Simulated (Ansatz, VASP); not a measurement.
C3N: VASP beside Ansatz

```xyz
4
Lattice="2.6987 0.0000 0.0000 0.0000 2.6987 0.0000 0.0000 0.0000 4.4641" Properties=species:S:1:pos:R:3 pbc="T T T"
C     1.3493    1.3493    3.7642
C     0.0000    0.0000    2.2321
C     1.3493    1.3493    0.7000
N     0.0000    0.0000    0.0000
```

Change from the starting cell: species swapped into the Ho3Mg type (P4/mmm, No. 123).

Alike in both runs: task relaxation of cell and atoms; functional PBE; k mesh 6 × 6 × 4; occupations gaussian, width 0.1 eV; no spin polarisation.

|  | VASP | Ansatz |
| --- | --- | --- |
| version | VASP 6.6.1 | Ansatz 0.2.0 |
| potentials or method | VASP PAW PBE potentials, release 64 (C, N) | scalar-relativistic, plane waves, PAW |
| plane-wave cutoff (eV) | 600 | 420 |
| valence electrons in the cell | 17 | 17 |

Ansatz gave:

* gap on the k mesh at the Fermi level, each at its own relaxed structure (eV): none
* relaxed volume (Å³/atom): 8.20
* relaxed cell length with the largest relative difference (Å): 4.378
* energy change over the relaxation (meV/atom): -5

Problem. What did VASP give for the same quantities?

Solution. gap on the k mesh at the Fermi level, each at its own relaxed structure (eV): none; relaxed volume (Å³/atom): 8.16; relaxed cell length with the largest relative difference (Å): 4.369; energy change over the relaxation (meV/atom): -5.

A gap of «none» marks a metal or a gap that the smearing closes.

Caveats: the k mesh is coarse (spacing up to 0.39 Å⁻¹), so the values aren't converged.
